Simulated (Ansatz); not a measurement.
Data:

CsPbI₃ (cubic perovskite, Pm-3m), a = 6.3327 Å, b = 6.3327 Å, c = 6.3327 Å, α = 90.00°, β = 90.00°, γ = 90.00°.

This is the r²SCAN-relaxed structure.

All from DFT-r²SCAN in the program Ansatz with PAW potentials, unless another level is named. Predict the Debye temperature from the elastic constants.

116 K.

And the highest zone-centre frequency (without LO–TO term)?

9.2 meV.

This is a known high-temperature phase of the composition, computed here at zero pressure and temperature. The r²SCAN relaxation kept the symmetry of its start; of distortions, only those at the zone centre were tested. Scalar-relativistic: spin–orbit coupling is off unless named, which matters more the heavier the elements.

Potentials: the later of the program's two PAW sets.
